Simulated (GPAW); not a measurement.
**BeTe: equation of state with PBE**

Crystal: BeTe.

```xyz
2
Lattice="0.0000 2.7700 2.7700 2.7700 0.0000 2.7700 2.7700 2.7700 0.0000" Properties=species:S:1:pos:R:3 pbc="T T T"
Te    4.1550    4.1550    4.1550
Be    0.0000    0.0000    0.0000
```

```json
{
 "Program": "GPAW 26.7.0",
 "Task": "equation of state",
 "Functional": "PBE",
 "Potentials or basis": "GPAW PAW data sets (gpaw-data 1.2.1)",
 "Cutoff": "800 eV",
 "Basis": "pw",
 "k mesh": "7 × 7 × 7",
 "Occupations": "fermi-dirac, width 0.05 eV",
 "Spin": "no spin polarisation",
 "Maxiter": "150",
 "Eos scales": "[0.94, 0.96, 0.98, 1.0, 1.02, 1.04, 1.06]"
}
```

```
Equilibrium volume : 22.75 Å³/atom (rough: see the caveat)
Bulk modulus       : 57 GPa (rough)
```

Energy against volume, from the lowest point:
| volume (Å³/atom) | energy (meV/atom) |
| --- | --- |
| 19.979 | 73.99 |
| 20.404 | 51.13 |
| 20.829 | 33.02 |
| 21.254 | 19.23 |
| 21.679 | 9.36 |
| 22.104 | 3.06 |
| 22.529 | 0.00 |

Run time: 41 s on 1 thread of Intel(R) Xeon(R) 6975P-C (Granite Rapids), with other jobs on the host, peak memory 0.29 GiB.

Caveat: the minimum lies outside the volumes run. Spin-orbit coupling is left out, which matters for the levels of Te.
